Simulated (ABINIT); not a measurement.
Crystal: MnS.

```
Mn S
1.0
     0.00000    2.60450    2.60450
     2.60450    0.00000    2.60450
     2.60450    2.60450    0.00000
Mn S
1 1
Direct
  0.00000 0.00000 0.00000
  0.50000 0.50000 0.50000
```

Base run:

```yaml
Program: ABINIT 10.8.3 (patched build)
Functional: LDA
Potentials_or_basis: JTH PAW LDA v2.0
Cutoff: 544 eV
k_mesh: 9 × 9 × 9
Occupations: fermi-dirac, width 0.05 eV
Spin: collinear spin, ferromagnetic start
Starting_moments: "[4.0, 0.0] μB"
```

Its results: band gap on the k mesh none (metal or under the smearing width); net moment 4.57 μB per cell; site moments Mn +4.01; S +0.11 μB.

Q: The run is repeated on the same cell with these changes: k mesh from 9 × 9 × 9 to 5 × 5 × 5. What comes out?

A: Band gap on the k mesh none (metal or under the smearing width); net moment 4.46 μB per cell; site moments Mn +3.95; S +0.09 μB.

Caveats: some runs use coarse meshes; a cell with one magnetic atom can't hold antiferromagnetic order, which such compounds often take; semilocal functionals often make such compounds metallic where correlation or magnetic order opens a gap, which also shifts bond lengths.

Not every run made on this cell is shown here.
